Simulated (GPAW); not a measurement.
Crystal: CdTe.

```
Te Cd
1.0
     0.00000    3.20500    3.20500
     3.20500    0.00000    3.20500
     3.20500    3.20500    0.00000
Te Cd
1 1
Direct
  0.75000 0.75000 0.75000
  0.00000 0.00000 0.00000
```

- Program: GPAW 26.7.0
- Task: relaxation of cell and atoms
- Functional: BLYP
- Dispersion: D3(BJ)
- Potentials or basis: PAW data sets generated in the run's folder for this functional
- Cutoff: 600 eV
- Basis: pw
- k mesh: 7 × 7 × 7
- Occupations: fermi-dirac, width 0.05 eV
- Spin: no spin polarisation

At the start: pressure 1.7 GPa; volume 32.92 Å³/atom.

How do energy, volume and symmetry change on relaxing?

Over 10 steps the energy falls by 6.6 meV/atom and the volume is 34.28 Å³/atom (+4.1 %); space group F-43m (No. 216, to 0.05 Å).

The path:
```csv
step,energy change (eV),largest force (eV/Å),pressure (GPa),volume (Å³)
1,0.0000,0.0000,1.70,65.84
2,-0.0034,0.0000,1.45,66.19
3,-0.0084,0.0000,1.00,66.84
4,-0.0122,0.0000,0.43,67.70
5,-0.0131,0.0000,-0.15,68.67
6,-0.0131,0.0000,-0.15,68.66
7,-0.0131,0.0000,-0.14,68.64
8,-0.0132,0.0000,-0.12,68.62
9,-0.0132,0.0000,-0.11,68.59
10,-0.0132,0.0000,-0.09,68.55
```

Final structure:
```
Te Cd
1.0
     0.00000    3.24834    3.24834
     3.24834    0.00000    3.24834
     3.24834    3.24834    0.00000
Te Cd
1 1
Direct
  0.75000 0.75000 0.75000
  0.00000 0.00000 0.00000
```

Caveat: later steps reuse the first step's grids.
